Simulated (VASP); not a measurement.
A run of VASP 6.6.1:

Contents of INCAR:

```
ALGO     = Normal         # electronic algorithm
EDIFF    = 1E-7           # SCF threshold, eV
EDIFFG   = -0.01          # ionic threshold
ENCUT    = 300            # plane-wave cutoff, eV
GGA      = PE             # functional
IBRION   = 2              # ionic algorithm
ISIF     = 2              # what is computed and relaxed
ISMEAR   = 1              # smearing method
LASPH    = True           # aspherical terms in the spheres
LCHARG   = False          # write CHGCAR
LREAL    = False          # projectors in reciprocal space
LWAVE    = False          # write WAVECAR
NELM     = 80             # most SCF steps
NSW      = 40             # ionic steps
PREC     = Accurate       # precision mode
SIGMA    = 0.1            # smearing width, eV
```

Contents of KPOINTS:

```
k-points
0
Gamma
  7 7 7
```

File POSCAR:

```
TaC                                     
1.0
    0.0000000000      2.2217826703      2.2217826703
    2.2217826703      0.0000000000      2.2217826703
    2.2217826703      2.2217826703      0.0000000000
  Ta              C             
     1     1
Direct
     0.0000000000000000    0.0000000000000000    0.0000000000000000
     0.5000000000000000    0.5000000000000000    0.5000000000000000
```

Potentials or basis: VASP PAW PBE potentials, release 64 (Ta_pv, C_s).

Launch:

```bash
$ cat potpaw_PBE.64/Ta_pv/POTCAR potpaw_PBE.64/C_s/POTCAR > POTCAR
$ mpirun -np 1 vasp_std > vasp.out
```

Hardware: 1 thread of Intel(R) Xeon(R) Platinum 8259CL CPU @ 2.50GHz (Skylake/Cascade Lake) (shared host).

**Question.** How long does it take, and how much memory?

**Answer.** Wall time 5.5 s on 1 thread of Intel(R) Xeon(R) Platinum 8259CL CPU @ 2.50GHz (Skylake/Cascade Lake), with other jobs on the host, peak memory 0.11 GiB. Counts: scf iterations 14, k points 20, ion steps 1.
